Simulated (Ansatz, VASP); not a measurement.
# Y in VASP and in Ansatz

INCAR

```
SYSTEM = Y
PREC     = Accurate       ! precision mode
ENCUT    = 600            ! plane-wave cutoff, eV
EDIFF    = 1E-6           ! SCF threshold, eV
ISMEAR   = -1             ! smearing method
SIGMA    = 0.08           ! smearing width, eV
LREAL    = .False.        ! projectors in reciprocal space
LASPH    = .True.         ! aspherical terms in the spheres
NELM     = 60             ! most SCF steps
ALGO     = Normal         ! electronic algorithm
ISIF     = 3              ! what is computed and relaxed
LWAVE    = .False.        ! write WAVECAR
LCHARG   = .False.        ! write CHGCAR
GGA      = PE             ! functional
IBRION   = 2              ! ionic algorithm
NSW      = 60             ! ionic steps
EDIFFG   = -0.005         ! ionic threshold
```

File KPOINTS:

```
Automatic mesh
0
Gamma
  13 13 13
  0 0 0
```

The input POSCAR:

```
Y
1.0
   -2.0193946492      2.0193946492      2.0193946492
    2.0193946492     -2.0193946492      2.0193946492
    2.0193946492      2.0193946492     -2.0193946492
Y
1
Direct
    0.0000000000      0.0000000000      0.0000000000
```

Input for Ansatz:

```yaml
crystal:
  lattice:
    - [-2.0193946492, 2.0193946492, 2.0193946492]
    - [2.0193946492, -2.0193946492, 2.0193946492]
    - [2.0193946492, 2.0193946492, -2.0193946492]
  atoms:
    - { symbol: "Y", position: [0.0, 0.0, 0.0] }
kpoints:
  mp_grid: { grid: [13, 13, 13] }
scf:
  occupations: { method: fermi_dirac, width: 0.08 }
hamiltonian:
  xc: pbe
  pseudopotentials: { kind: paw }
output:
  forces: true
  stress: true
relax:
  f_tol: 0.005
  max_steps: 40
  cell: {}
```

Alike in both runs: task relaxation of cell and atoms; functional PBE; k mesh 13 × 13 × 13; occupations fermi-dirac, width 0.08 eV; no spin polarisation.

```csv
,VASP,Ansatz
version,VASP 6.6.1,Ansatz 0.2.0
potentials or method,"VASP PAW PBE potentials, release 64 (Y_sv)","PAW with Ansatz's default frozen-core files, scalar-relativistic"
plane-wave cutoff (eV),600,420
valence electrons in the cell,11,11
```

```tsv
	VASP	Ansatz	Ansatz less VASP
relaxed volume (Å³/atom)	32.99	33.05	+0.066
relaxed cell length with the largest relative difference (Å)	3.499	3.502	+0.0023
```
